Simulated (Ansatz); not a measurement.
# C: symmetry broken, then relaxed

The calculation used DFT LDA, scalar-relativistic, plane waves, PAW in Ansatz. Settings: plane waves to 420 eV, k-mesh 12×12×12 (Γ-centred), Gaussian smearing 0.05 eV. No spin polarisation. Energies are free energies at this smearing, counted from the undisturbed cell; pressure is positive in compression.

Zero of the scan (relaxed at this level):

```xyz
2
Lattice="1.2225 0.7058 3.3060 -1.2225 0.7058 3.3060 0.0000 -1.4116 3.3060" Properties=species:S:1:pos:R:3 pbc="T T T"
C     0.0000    0.0000    1.6521
C     0.0000    0.0000    8.2659
```

The cell holds layers and no dispersion correction was added, so their binding is poorly described.

The atoms are displaced (Å, in the unstrained cell):

```csv
atom,ux,uy,uz
C1,-0.150,0.497,-0.040
C2,0.150,-0.497,0.040
```

Cell and atoms are then relaxed.

Problem. Does the relaxation return to the undisturbed structure?

Solution. Yes (up to a choice of domain or origin): same space group and volume, and an energy 0.0 meV/atom from it. The disturbance itself cost 4606.9 meV/atom. The final space group reads R-3m (tolerance 0.05 Å) and the volume changes by 0.07 %.

Final structure:

```
CELL_PARAMETERS angstrom
1.22387 0.70586 3.30874
-1.22117 0.70586 3.30774
0.00135 -1.41161 3.30822
ATOMIC_POSITIONS crystal
C 0.33343 0.33343 0.83343
C 0.66657 0.66657 0.16657
```

The relaxation, step by step (energy from the first step; small jumps at an unchanged geometry come where the plane waves are selected anew for the new cell):

| step | ΔE (meV/atom) | largest force component (eV/Å) | pressure (GPa) |
| --- | --- | --- | --- |
| 1 | 0.0 | 52.836 | 156.32 |
| 2 | -3540.4 | 6.540 | 0.13 |
| 3 | -3875.6 | 6.402 | -8.24 |
| 4 | -4494.9 | 3.986 | -8.31 |
| 5 | -4605.1 | 0.221 | -2.77 |
| 6 | -4606.4 | 0.012 | -0.50 |
| 7 | -4606.5 | 0.007 | -0.31 |
| 8 | -4606.8 | 0.001 | -0.06 |
| 9 | -4606.9 | 0.001 | -0.25 |
| 10 | -4607.0 | 0.000 | -0.01 |
| 11 | -4606.9 | 0.000 | -0.02 |